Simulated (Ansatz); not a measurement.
Question: Name crystals whose computed values (r²SCAN (plane waves, PAW; program Ansatz)) fall in these windows: gap (eV) 5.0 to 6.6; B₀ by P(V) fit (GPa) 76 to 100; HSE06 gap (eV) 6.1 to 7.3.

Answer: 

| crystal | gap (eV) | B₀ by P(V) fit (GPa) | HSE06 gap (eV) |
|---|---|---|---|
| Li2O, anti-fluorite | 5.77 | 87.1 | 6.65 |
Others may fit too.

The cell was relaxed under the symmetry of its start.

Potentials: the later of the program's two PAW sets.
